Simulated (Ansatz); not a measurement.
This log comes from Ansatz, run on diamond C. The cell was relaxed with r2SCAN and then strained (xy shear, engineering strain (angle) +4.0 %), with the atoms relaxed again with r2SCAN; k points keep the names of the unstrained zone.

Structure:
```
C
1.0
     0.03560    1.78012    1.78012
     1.78012    0.03560    1.78012
     1.81573    1.81573    0.00000
C
2
Direct
  0.00032 0.00032 0.99968
  0.24968 0.24968 0.25032
```

The output, standing remarks left out:
```
scf.n_extra_bands = 4 over 4 filled bands (N_el = 8.0): the run solves 8 bands
Crystal: 2 atoms, lattice volume = 11.277 Å³
Basis set: ecut = 420 eV, 225 PW (Γ)
Bands: 8, of which v1, the nominal top of the filled ones, is band 4 counted from 1 (3 counted from 0)
Symmetry: 8 space group operations
Space group: Imma (ITA 74)
k-points: 95 of 512
[warm-up without exact exchange]
SCF 1 stopped early in 2 iterations: F = -501.581237 eV  dr2 = 1.72e-5
[exact exchange on]
Exchange kernel: α = 0.2500, screened, ω = 0.2079 Å⁻¹, Wigner–Seitz truncation, v(0) = 1044.2253 eV·Å³, q-mesh 8×8×8
SCF 2 stopped early in 5 iterations: F = -501.731600 eV  dr2 = 4.03e-7
hybrid outer 1: dexx = +2.004e-3 eV, tail = 9.62e-6 eV
SCF 3 converged in 4 iterations: F = -501.731641 eV  dr2 = 1.17e-10
hybrid outer 2: dexx = +1.579e-7 eV, tail = 4.18e-9 eV, Δε = 2.81e-3 eV, ΔF = 4.78e-5 eV/Å
hybrid SCF converged: 2 outer / 9 inner (+2 warm-up)
Free energy (F): -501.731641 eV
Fermi energy:    12.836569 eV
--- Per-component energies (eV) ---
  E_band       = 23.369039
  E_kinetic    = 184.468933
  E_local      = -120.405273
  E_nonlocal   = 52.324821
  E_hartree    = 26.441968
  E_xc         = -79.003379
  E_vxc        = -97.078159
  E_exx        = -18.330427
  E_paw        = -198.639527
  E_vpaw       = -12.164277
  E_ewald      = -348.554337
  E_core_change = -0.034436
--- Forces (eV/Å), atoms counted from 1 ---
  atom   1  C       0.00000      0.00000      0.04313
  atom   2  C       0.00000      0.00000    -0.04313
--- Stress (GPa, compression-positive) ---
       -4.633041     -23.730729       0.000000
      -23.730729      -4.633041       0.000000
        0.000000       0.000000      -5.600406
  P = ⅓ Tr σ = -4.9555 GPa (-49.555 kbar)
--- Band table (eV; the first three rows and the last of 95) ---
  k-point 0: bands = [-10.8155, 12.7678, 12.7849, 12.8366, 19.1850, 19.7052, 20.4265, 28.2735]
  k-point 1: bands = [-10.3597, 9.9999, 12.1376, 12.1945, 20.3216, 21.1428, 21.2633, 28.6060]
  k-point 2: bands = [-9.0072, 5.3383, 11.0312, 11.0450, 21.7520, 22.6162, 22.8796, 29.5001]
  k-point 94: bands = [-1.5674, -1.0806, 5.4703, 6.3276, 17.9274, 19.5833, 32.0480, 32.1807]
```

bands.tsv, columns around the gap (it counts bands from 0):
```tsv
# k_distance	band_0	band_1	band_2	band_3	band_4	band_5	band_6	band_7
# fermi_ev = 12.836569
# [0, 0, 0] at k_distance = 0.000000
# [0.5, 0, 0.5] at k_distance = 1.765876
# [0.625, 0.25, 0.625] at k_distance = 2.390020
# [0.375, 0.375, 0.75] at k_distance = 3.485605
# [0.5, 0.5, 0.5] at k_distance = 4.559313
# [0.5, 0.25, 0.75] at k_distance = 5.807601
# [0.35, 0, 0.35] at k_distance = 6.818948
# levels_relative_to = fermi_ev
0.000	-23.652	-0.069	-0.052	0.000	6.348	6.869	7.590	15.437
1.766	-14.150	-14.150	-6.938	-6.938	5.898	5.898	19.168	19.168
2.390	-14.455	-12.959	-10.212	-5.915	6.882	12.379	16.326	18.002
3.486	-14.840	-12.808	-10.279	-5.559	7.642	11.320	16.676	18.227
4.559	-17.699	-14.703	-2.954	-2.892	9.672	10.472	11.024	17.696
5.808	-13.692	-12.911	-9.129	-9.119	11.629	12.521	13.740	15.046
6.819	-18.840	-8.624	-6.057	-6.049	5.283	8.574	16.619	16.626
```
In order the rows are Γ, X, U, K, L, W, Γ–X (0.70).

Problem. Write the input file that gave this output.

Solution.
```yaml
crystal:
  # lattice and atoms as above
kpoints:
  mp_grid: { grid: [8, 8, 8] }
  band_path:
    path:
      - [0.0, 0.0, 0.0]
      - [0.5, 0.0, 0.5]
      - [0.625, 0.25, 0.625]
      - [0.375, 0.375, 0.75]
      - [0.5, 0.5, 0.5]
      - [0.5, 0.25, 0.75]
      - [0.35, 0.0, 0.35]
    npoints: 1
hamiltonian:
  xc: hse06
scf:
  occupations: { method: fixed }
  n_extra_bands: 4
output:
  forces: true
  stress: true
  eigenvalues: true
```
The exchange loop and the term E_exx show exact exchange. A single point prints forces and stress when the output block asks for them. The lines shown narrow the functional down without fixing it; this is the one that was run. This is the file that was run; thresholds and some counts can't be read off the log exactly.

(Simulation; spin polarisation is off.)

The stress of a hybrid is loosely converged in these runs.

The meshes of the hybrids are coarse, so their gaps aren't converged to the digits shown.
